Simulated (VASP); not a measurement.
# Co (P6_3/mmc) in VASP: notebook

Aim: see how the results for Co move with the level of theory and the settings. Levels: PBE, PBEsol. Tasks: single point, equation of state.

Everything below comes from runs of VASP 6.6.1. Logs are shortened: lines on timing, memory, paths and dates and some standing lists are left out, and cuts for length are marked.

**1. The crystal as given**

Symmetry: P6_3/mmc, No. 194, hexagonal system. The conventional cell has a = 2.472 Å, b = 2.472 Å, c = 4.021 Å, α = 90.00°, β = 90.00°, γ = 120.00°. Co (site symmetry -6m2) has 12 Co at 2.47 Å as nearest neighbours.

**2. Single point, PBE, collinear spin, ferromagnetic start**

Input file INCAR:

```
SYSTEM = Co
PREC = Accurate
ENCUT = 520
EDIFF = 1E-7
ISMEAR = -1
SIGMA = 0.05
LREAL = .FALSE.
LASPH = .TRUE.
NELM = 100
ALGO = Normal
ISIF = 2
LWAVE = .FALSE.
LCHARG = .TRUE.
ISPIN = 2
MAGMOM = 2 2
LORBIT = 11
LMAXMIX = 4
GGA = PE
LELF = .TRUE.
LVHAR = .TRUE.
NBANDS = 20
```

Input file KPOINTS:

```
regular mesh
0
G
  12 12 7
  0 0 0
```

Input file POSCAR:

```
Co
1.0
    2.4719999032      0.0000000000      0.0000000000
   -1.2359999516      2.1408147143      0.0000000000
    0.0000000000      0.0000000000      4.0211440800
Co
2
Direct
    0.6666666667      0.3333333333      0.7500000000
    0.3333333333      0.6666666667      0.2500000000
```

Potentials or basis: VASP PAW PBE potentials, release 64 (Co).

The run is started by

```console
$ cat potpaw_PBE.64/Co/POTCAR > POTCAR
$ mpirun -np 1 vasp_std > vasp.out
```

OUTCAR:

```text
SYSTEM = Co
   PREC = Accurate
   ENCUT = 520
   EDIFF = 1E-7
   ISMEAR = -1
   LREAL = .FALSE.
   LASPH = .TRUE.
   NELM = 100
   ISIF = 2
   ISPIN = 2
   LORBIT = 11
   GGA = PE

 ion  position               nearest neighbor table
   1  0.667  0.333  0.750-   2 2.47   2 2.47   2 2.47   2 2.47   2 2.47   2 2.47
   2  0.333  0.667  0.250-   1 2.47   1 2.47   1 2.47   1 2.47   1 2.47   1 2.47

  LATTYP: Found a hexagonal cell.
 ALAT       =     2.4719999032
 C/A-ratio  =     1.6266764715

  Lattice vectors:

 A1 = (   2.4719999032,   0.0000000000,   0.0000000000)
 A2 = (  -1.2359999516,   2.1408147143,   0.0000000000)
 A3 = (   0.0000000000,   0.0000000000,   4.0211440800)

Analysis of symmetry for initial positions (statically):
=====================================================================
 Subroutine PRICEL returns:
 Original cell was already a primitive cell.

 Routine SETGRP: Setting up the symmetry group for a
 hexagonal supercell.

 Subroutine GETGRP returns: Found 24 space group operations
 (whereof 12 operations were pure point group operations)
 out of a pool of 24 trial point group operations.

The static configuration has the point symmetry D_3d.
 The point group associated with its full space group is D_6h.

Analysis of symmetry for dynamics (positions and initial velocities):
=====================================================================
 Subroutine PRICEL returns:
 Original cell was already a primitive cell.

 Routine SETGRP: Setting up the symmetry group for a
 hexagonal supercell.

 Subroutine GETGRP returns: Found 24 space group operations
 (whereof 12 operations were pure point group operations)
 out of a pool of 24 trial point group operations.

The dynamic configuration has the point symmetry D_3d.
 The point group associated with its full space group is D_6h.

Analysis of structural, dynamic, and magnetic symmetry:
=====================================================================
 Subroutine PRICEL returns:
 Original cell was already a primitive cell.

 Routine SETGRP: Setting up the symmetry group for a
 hexagonal supercell.

 Subroutine GETGRP returns: Found 24 space group operations
 (whereof 12 operations were pure point group operations)
 out of a pool of 24 trial point group operations.

The overall configuration has the point symmetry D_3d.
 The point group associated with its full space group is D_6h.

 Subroutine INISYM returns: Found 24 space group operations
 (whereof 12 operations are pure point group operations),
 and found     1 'primitive' translations

----------------------------------------------------------------------------------------

                                     Primitive cell

  volume of cell :      21.2803

  direct lattice vectors                    reciprocal lattice vectors
     2.471999903  0.000000000  0.000000000     0.404530760  0.233555943  0.000000000
    -1.235999952  2.140814714  0.000000000     0.000000000  0.467111887  0.000000000
     0.000000000  0.000000000  4.021144080     0.000000000  0.000000000  0.248685444

  length of vectors
     2.471999903  2.471999903  4.021144080     0.467111887  0.467111887  0.248685444

  position of ions in fractional coordinates (direct lattice)
     0.666666667  0.333333333  0.750000000
     0.333333333  0.666666667  0.250000000

  ion indices of the primitive-cell ions
   primitive index   ion index
                 1           1
                 2           2

----------------------------------------------------------------------------------------

 KPOINTS: regular mesh

Automatic generation of k-mesh.
 Grid dimensions read from file:
 generate k-points for:   12   12    7

 Generating k-lattice:

  Cartesian coordinates                     Fractional coordinates (reciprocal lattice)
     0.033710897  0.019462995  0.000000000     0.083333333 -0.000000000  0.000000000
     0.000000000  0.038925991  0.000000000     0.000000000  0.083333333  0.000000000
     0.000000000  0.000000000  0.035526492     0.000000000  0.000000000  0.142857143

  Length of vectors
     0.038925991  0.038925991  0.035526492

  Shift w.r.t. Gamma in fractional coordinates (k-lattice)
     0.000000000  0.000000000  0.000000000

 Subroutine IBZKPT returns following result:
 ===========================================

 Found     76 irreducible k-points:

 Following reciprocal coordinates:
            Coordinates               Weight
  0.000000  0.000000  0.000000      1.000000
  0.083333  0.000000  0.000000      6.000000
  0.166667  0.000000  0.000000      6.000000
  0.250000  0.000000  0.000000      6.000000
  0.333333  0.000000  0.000000      6.000000
  0.416667  0.000000  0.000000      6.000000
[... 42 lines left out ...]
  0.333333  0.083333  0.285714     24.000000
  0.416667  0.083333  0.285714     24.000000
 [... further k-points ...]
   k-points           NKPTS =     76   k-points in BZ     NKDIM =     76   number of bands    NBANDS=     20
   number of dos      NEDOS =    301   number of ions     NIONS =      2
   total plane-waves  NPLWV =   9720
   dimension x,y,z NGX =    18 NGY =   18 NGZ =   30
   dimension x,y,z NGXF=    36 NGYF=   36 NGZF=   60
   ions per type =               2
   NGX,Y,Z   is equivalent  to a cutoff of  12.11, 12.11, 12.40 a.u.
   NGXF,Y,Z  is equivalent  to a cutoff of  24.21, 24.21, 24.81 a.u.
 SYSTEM =  Co
   PREC   = accura    normal or accurate (medium, high low for compatibility)
   ISTART =      0    job   : 0-new  1-cont  2-samecut
   ICHARG =      2    charge: 1-file 2-atom 10-const
   ISPIN  =      2    spin polarized calculation?
   LNONCOLLINEAR =      F non collinear calculations
   LSORBIT =      F    spin-orbit coupling
   LASPH  =      T    aspherical Exc in radial PAW
   ENCUT  =  520.0 eV  38.22 Ry    6.18 a.u.   4.60  4.60  7.48*2*pi/ulx,y,z
   NELM   =    100;   NELMIN=  2; NELMDL= -5     # of ELM steps
   EDIFF  = 0.1E-06   stopping-criterion for ELM
   LREAL  =      F    real-space projection
   EDIFFG = 0.1E-05   stopping-criterion for IOM
   NSW    =      0    number of steps for IOM
   IBRION =     -1    ionic relax: 0-MD 1-quasi-New 2-CG
   NFREE  =      0    steps in history (QN), initial steepest desc. (CG)
   ISIF   =      2    stress and relaxation
   ISYM   =      2    0-nonsym 1-usesym 2-fastsym
   POTIM  = 0.5000    time-step for ionic-motion
   TEBEG  =    0.0;   TEEND  =   0.0 temperature during run
   PSTRESS=    0.0 pullay stress
   NELECT =      18.0000    total number of electrons
   NUPDOWN=      -1.0000    fix difference up-down
   EMIN   =  10.00;   EMAX   =-10.00  energy-range for DOS
   EFERMI =   0.00;   METHOD = LEGACY
   ISMEAR =    -1;   SIGMA  =   0.05  broadening in eV -4-tet -1-fermi 0-gaus
   EFERMI_NEDOS =   21; number of points for ismear=-14 and -15
   IALGO  =     38    algorithm
   IMIX   =      4    mixing-type and parameters
     AMIX     =   0.40;   BMIX     =  1.00
     AMIX_MAG =   1.60;   BMIX_MAG =  1.00
  volume/ion in A,a.u.               =      10.64        71.80
  Fermi-wavevector in a.u.,A,eV,Ry     =   1.548246  2.925761 32.614055  2.397065
  Thomas-Fermi vector in A             =   2.653224
   LORBIT       =     11    0 simple, 1 ext, 2 COOP (PROOUT), +10 PAW based schemes
   GGA     = PE    functional components
   LHFCALC =     F    Hartree Fock is set to
   AEXX    =    0.0000 exact exchange contribution
   IVDW    =     0    specifies the selected vdW correction
   LEPSILON=     F    determine dielectric tensor
   LRPA    =     F    only Hartree local field effects (RPA)
 spin polarized calculation
  energy-cutoff  :      520.00
  volume of cell :       21.28
 maximum number of plane-waves:       585
   NGX =  9   NGY =  9   NGZ = 15

 number of electron      17.9999990 magnetization       3.1947576

 Free energy of the ion-electron system (eV)
  ---------------------------------------------------
  ext. energy  EPLUGINS =         0.00000000
  ---------------------------------------------------
  free energy    TOTEN  =       -14.06852910 eV

  energy without entropy =      -14.05270735  energy(sigma->0) =      -14.06061823

 E-fermi :  10.5283     XC(G=0): -13.5192

 val. band max:       10.5270291864   @ k =   0.2500   0.0000   0.2857
 cond. band min:      10.5414014996   @ k =   0.4167   0.0833   0.4286
 fundamental gap:      0.0143723131
 Fermi energy:        10.5282563298

 spin component 1

 k-point     1 :       0.0000    0.0000    0.0000
  band No.  band energies     occupation
      1       1.5106      1.00000
      2       5.3071      1.00000
      3       7.8657      1.00000
      4       7.9221      1.00000
      5       7.9221      1.00000
      6       8.2372      1.00000
[... 12 lines left out ...]
     19      36.8825      0.00000
     20      36.8825      0.00000
[... 875 lines left out ...]
 k-point    40 :       0.0833    0.0000    0.2857
  band No.  band energies     occupation
      1       2.5535      1.00000
      2       5.1912      1.00000
      3       7.6697      1.00000
      4       7.7047      1.00000
      5       7.7334      1.00000
      6       7.9073      1.00000
[... 12 lines left out ...]
     19      37.0482      0.00000
     20      37.9004      0.00000

 [... further k-points ...]

 spin component 2

 k-point     1 :       0.0000    0.0000    0.0000
  band No.  band energies     occupation
      1       1.5113      1.00000
      2       6.2416      1.00000
      3       9.4814      1.00000
      4       9.5461      1.00000
      5       9.5461      1.00000
      6       9.9142      1.00000
[... 12 lines left out ...]
     19      37.1764      0.00000
     20      37.1764      0.00000
[... 875 lines left out ...]
 k-point    40 :       0.0833    0.0000    0.2857
  band No.  band energies     occupation
      1       2.5635      1.00000
      2       5.6867      1.00000
      3       8.8249      1.00000
      4       9.2249      1.00000
      5       9.3245      1.00000
      6       9.5368      1.00000
[... 12 lines left out ...]
     19      37.2441      0.00000
     20      38.1263      0.00000

 [... further k-points ...]

------------------------ aborting loop because EDIFF is reached ----------------------------------------

  FORCE on cell =-STRESS in cart. coord.  units (eV):
  Direction    XX          YY          ZZ          XY          YZ          ZX
  --------------------------------------------------------------------------------------
  -------------------------------------------------------------------------------------
  Total        0.6351319      0.6351319      0.2654440      0.0000000     -0.0000000      0.0000000
  in kB       47.8186527     47.8186527     19.9851026      0.0000000     -0.0000000      0.0000000
  external PRESSURE =      38.5408027 kB  Pullay stress =       0.0000000 kB

 VOLUME and BASIS-vectors are now :
 -----------------------------------------------------------------------------
  energy-cutoff  :      520.00
  volume of cell :       21.28
      direct lattice vectors                 reciprocal lattice vectors
     2.471999903  0.000000000  0.000000000     0.404530760  0.233555943  0.000000000
    -1.235999952  2.140814714  0.000000000     0.000000000  0.467111887  0.000000000
     0.000000000  0.000000000  4.021144080     0.000000000  0.000000000  0.248685444

 POSITION                                       TOTAL-FORCE (eV/Angst)
 -----------------------------------------------------------------------------------
      1.23600      0.71360      3.01586        -0.000000     -0.000000      0.000000
     -0.00000      1.42721      1.00529         0.000000      0.000000      0.000000
 -----------------------------------------------------------------------------------
    total drift:                                0.000000     -0.000000     -0.000000

  FREE ENERGIE OF THE ION-ELECTRON SYSTEM (eV)
  ---------------------------------------------------
  free  energy   TOTEN  =       -14.0685291021 eV

  energy  without entropy=      -14.0527073488  energy(sigma->0) =      -14.06061823

 total charge

# of ion       s       p       d       tot
------------------------------------------
    1        0.497   0.539   7.276   8.312
    2        0.497   0.539   7.276   8.312
--------------------------------------------------
tot          0.994   1.077  14.552  16.623

 magnetization (x)

# of ion       s       p       d       tot
------------------------------------------
    1       -0.015  -0.054   1.682   1.613
    2       -0.015  -0.054   1.682   1.613
--------------------------------------------------
tot         -0.030  -0.107   3.363   3.226
```

Wall time 38 s (1 thread of Intel Xeon Platinum 8488C (Sapphire Rapids), shared host); peak memory 0.16 GiB.

Results:

```yaml
Free_energy: -14.0685 eV
Pressure: 3.9 GPa
Band_gap_on_the_k_mesh: none (metal or under the smearing width)
Net_moment: 3.19 μB per cell
Site_moments: Co +1.61 μB
Valence_electrons_inside_the_program's_atomic_spheres: Co 8.31
```

**3. Single point, PBE, collinear spin, ferromagnetic start (atoms moved at random, drawn with an rms of 0.05 Å)**

Input file INCAR:

```
PREC     = Accurate       # precision mode
ENCUT    = 520            # plane-wave cutoff, eV
EDIFF    = 1E-7           # SCF threshold, eV
ISMEAR   = -1             # smearing method
SIGMA    = 0.05           # smearing width, eV
LREAL    = F              # projectors in reciprocal space
LASPH    = T              # aspherical terms in the spheres
NELM     = 120            # most SCF steps
ALGO     = Normal         # electronic algorithm
ISIF     = 2              # what is computed and relaxed
LWAVE    = F              # write WAVECAR
LCHARG   = F              # write CHGCAR
ISPIN    = 2              # spin polarisation
MAGMOM   = 2 2            # initial moments
LORBIT   = 11             # projections on sites
LMAXMIX  = 4              # l up to which the mixer works
GGA      = PE             # functional
NBANDS   = 20             # bands
```

Input file KPOINTS:

```
Automatic mesh
0
Gamma
  12 12 7
```

Input file POSCAR:

```
Co
1.0
    2.4719999032      0.0000000000      0.0000000000
   -1.2359999516      2.1408147143      0.0000000000
    0.0000000000      0.0000000000      4.0211440800
Co
2
Direct
    0.6648460000      0.3127030000      0.7427330000
    0.3433360000      0.6528870000      0.2401120000
```

Potentials or basis: VASP PAW PBE potentials, release 64 (Co).

The run is started by

```console
$ cat potpaw_PBE.64/Co/POTCAR > POTCAR
$ mpirun -np 1 vasp_std > vasp.out
```

Run time: 4.5 min. Hardware: 1 thread of Intel Xeon Platinum 8488C (Sapphire Rapids), shared host; peak memory 0.37 GiB.

Results (log left out):

```
Free energy                                           : -14.0673 eV
Pressure                                              : 3.9 GPa
Largest force                                         : 0.095 eV/Å
Band gap on the k mesh                                : none (metal or under the smearing width)
Net moment                                            : 3.20 μB per cell
Site moments                                          : Co +1.61 μB
Valence electrons inside the program's atomic spheres : Co 8.31
```

Forces in eV/Å, atoms in the order of the input:
```
Co   0.054  0.038 -0.069
Co  -0.054 -0.038  0.069
```

Stress tensor (GPa, compression positive):
```
 4.53 -0.40 -0.03
-0.40  5.09 -0.02
-0.03 -0.02  2.09
```

Levels at points of the mesh, in eV from the Fermi level:
Spin up:
```csv
k point,band 8,band 9,band 10,band 11,band 12,band 13,band 14,band 15
"(0.00, 0.00, 0.00)",-1.95,-1.88,-0.85,-0.76,-0.15,6.45,22.22,24.99
"(0.50, 0.00, 0.00)",-0.64,-0.57,-0.51,1.30,3.52,9.69,10.36,12.97
"(0.00, 0.50, 0.00)",-0.65,-0.59,-0.49,1.42,3.39,9.87,10.57,12.83
"(0.50, 0.50, 0.00)",-0.65,-0.59,-0.49,1.41,3.41,9.86,10.55,12.85
```
Spin down:
```tsv
k point	band 3	band 4	band 5	band 6	band 7	band 8	band 9	band 10	band 11	band 12
(0.00, 0.00, 0.00)	-1.05	-1.00	-0.97	-0.63	-0.60	-0.20	-0.20	-0.11	1.03	1.10
(0.50, 0.00, 0.00)	-3.37	-1.83	-1.14	-0.99	-0.64	1.23	1.33	1.38	2.54	4.48
(0.00, 0.50, 0.00)	-3.31	-1.87	-1.14	-1.10	-0.67	1.22	1.32	1.39	2.64	4.36
(0.50, 0.50, 0.00)	-3.32	-1.87	-1.13	-1.09	-0.67	1.22	1.32	1.39	2.63	4.38
```

**4. Equation of state, PBE, collinear spin, ferromagnetic start, 10.00 Å³/atom (volume scaled by 0.94)**

Input file INCAR:

```
PREC = Accurate ; ENCUT = 520
EDIFF = 1E-7 ; ISMEAR = -1
SIGMA = 0.05 ; LREAL = F
LASPH = T ; NELM = 120
ALGO = Normal ; ISIF = 2
LWAVE = F ; LCHARG = F
ISPIN = 2 ; MAGMOM = 2 2
LORBIT = 11 ; LMAXMIX = 4
GGA = PE ; NBANDS = 20
```

Input file KPOINTS:

```
regular mesh
0
Gamma
  12 12 7
```

Input file POSCAR:

```
Co
1.0
    2.4215367659      0.0000000000      0.0000000000
   -1.2107683830      2.0971123555      0.0000000000
    0.0000000000      0.0000000000      3.9390568819
Co
2
Direct
    0.6666666667      0.3333333333      0.7500000000
    0.3333333333      0.6666666667      0.2500000000
```

The run is started by

```console
$ cat potpaw_PBE.64/Co/POTCAR > POTCAR
$ mpirun -np 1 vasp_std > vasp.out
```

It took 65 s on 1 thread of Intel Xeon Platinum 8488C (Sapphire Rapids), shared host; peak memory 0.16 GiB.

It converged, with:

```
Free energy                                           : -13.9786 eV
Pressure                                              : 19.6 GPa
Band gap on the k mesh                                : none (metal or under the smearing width)
Net moment                                            : 3.03 μB per cell
Site moments                                          : Co +1.52 μB
Valence electrons inside the program's atomic spheres : Co 8.45
```

**5. Equation of state, PBE, collinear spin, ferromagnetic start, 10.21 Å³/atom (volume scaled by 0.96)**

Input file INCAR:

```
SYSTEM = Co
PREC     = Accurate       ! precision mode
ENCUT    = 520            ! plane-wave cutoff, eV
EDIFF    = 1E-7           ! SCF threshold, eV
ISMEAR   = -1             ! smearing method
SIGMA    = 0.05           ! smearing width, eV
LREAL    = .FALSE.        ! projectors in reciprocal space
LASPH    = .TRUE.         ! aspherical terms in the spheres
NELM     = 150            ! most SCF steps
ALGO     = Normal         ! electronic algorithm
ISIF     = 2              ! what is computed and relaxed
LWAVE    = .FALSE.        ! write WAVECAR
LCHARG   = .FALSE.        ! write CHGCAR
ISPIN    = 2              ! spin polarisation
MAGMOM   = 2 2            ! initial moments
LORBIT   = 11             ! projections on sites
LMAXMIX  = 4              ! l up to which the mixer works
GGA      = PE             ! functional
NBANDS   = 20             ! bands
```

Input file KPOINTS:

```
regular mesh
0
G
  12 12 7
  0 0 0
```

Input file POSCAR:

```
Co
1.0
    2.4385904036      0.0000000000      0.0000000000
   -1.2192952018      2.1118812389      0.0000000000
    0.0000000000      0.0000000000      3.9667976331
Co
2
Direct
    0.6666666667      0.3333333333      0.7500000000
    0.3333333333      0.6666666667      0.2500000000
```

The run is started by

```console
$ cat potpaw_PBE.64/Co/POTCAR > POTCAR
$ mpirun -np 1 vasp_std > vasp.out
```

Wall time 46 s (1 thread of Intel Xeon Platinum 8488C (Sapphire Rapids), shared host); peak memory 0.16 GiB.

The run converged. Its results:

* Free energy: -14.0226 eV
* Pressure: 13.7 GPa
* Band gap on the k mesh: none (metal or under the smearing width)
* Net moment: 3.09 μB per cell
* Site moments: Co +1.55 μB
* Valence electrons inside the program's atomic spheres: Co 8.40

[end of part 1 of 3]
